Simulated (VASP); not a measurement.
Set up this calculation in VASP 6.6.1, as the native input.

```yaml
Task: single point
Functional: LDA
Potentials_or_basis: VASP PAW LDA potentials, release 64 (Mg)
Cutoff: 520 eV
k_mesh: 18 × 18 × 18
Occupations: gaussian, width 0.15 eV
Spin: no spin polarisation
Dipole_correction: no
Further_INCAR_settings: ALGO = Normal; EDIFF = 1e-06; NBANDS = 7
```

The structure of Mg lies in POSCAR:

```
Mg
1.0
    0.0000000000      2.3564688000      2.2442560000
    2.3564688000      0.0000000000      2.2442560000
    2.3564688000      2.3564688000      0.0000000000
Mg
1
Direct
    0.0000000000      0.0000000000      0.0000000000
```

This isn't the form of Mg at room conditions, which is hcp.

The cell isn't the ideal one: strain +0.050 along x and y, +0.000 along z, atoms carried along.

One way to write it, as run:

INCAR

```
SYSTEM = Mg
PREC = Accurate
ENCUT = 520
EDIFF = 1E-6
ISMEAR = 0
SIGMA = 0.15
LREAL = .FALSE.
LASPH = .TRUE.
NELM = 100
ALGO = Normal
ISIF = 2
LWAVE = .FALSE.
LCHARG = .FALSE.
GGA = CA
NBANDS = 7
```

KPOINTS

```
regular mesh
0
G
  18 18 18
  0 0 0
```

Potentials or basis: VASP PAW LDA potentials, release 64 (Mg).

The run is started by

```console
$ cat potpaw_LDA.64/Mg/POTCAR > POTCAR
$ mpirun -np 1 vasp_std > vasp.out
```

Results of the run:

```json
{
 "Pressure": "-4.3 GPa",
 "Band gap on the k mesh": "none (metal or under the smearing width)"
}
```

It took 24 s on 1 thread of Intel(R) Xeon(R) Platinum 8488C (Sapphire Rapids), on a shared host, peak memory 0.2 GiB.
